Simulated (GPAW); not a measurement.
Runs of GPAW 26.7.0 on HgTe (Coloradoite). The structure is cubic, space group F-43m (No. 216). The conventional cell has a = 6.429 Å, b = 6.429 Å, c = 6.429 Å, α = 90.00°, β = 90.00°, γ = 90.00°. Around Hg (site symmetry -43m) lie 4 Te at 2.78 Å. Around Te (site symmetry -43m) lie 4 Hg at 2.78 Å. 

```tsv
task	level	potentials or basis	spin	k mesh	cutoff (eV)	eigensolver	maxiter	band path	band points	spin axis theta (degrees)	mesh quality	pressure (GPa)	V0 of scaled cells (Å³/atom)	B0 (GPa)
equation of state	LDA	PAW data sets generated in the run's folder for this functional, pw	off	6 × 6 × 6	600	-	150	-	-	-	not flagged	-	(a)	(b)
band structure	AM05	PAW data sets generated in the run's folder for this functional, pw	SOC, no magnetisation	6 × 6 × 6	600	-	150	GXWKGLUWLK,UX	60	90	not flagged	2.3	-	-
equation of state	LDA	JTH PAW 2.0, LDA, pw	off	6 × 6 × 6	600	-	150	-	-	-	not flagged	-	33.54	48
band structure	SOGGA	PAW data sets generated in the run's folder for this functional, pw	SOC, no magnetisation	6 × 6 × 6	600	-	150	GXWKGLUWLK,UX	100	90	not flagged	1.7	-	-
band structure	LDA	the program's PAW data sets (release 1.2.1) made for this functional, pw	SOC, no magnetisation	6 × 6 × 6	600	-	150	GXWKGLUWLK,UX	100	0	not flagged	0.1	-	-
```

Alike in all rows: cell as given; smearing fermi-dirac 0.05 eV.

Question: Estimate the missing entries.

Answer: (a) 33.29; (b) 47.

Caveats: spin-orbit coupling was added after a scalar SCF, so levels and gaps hold it while energy, forces, pressure and moments don't (some runs); the program truncates these outside data sets (some runs).

Runs at the PBE level aren't shown here.
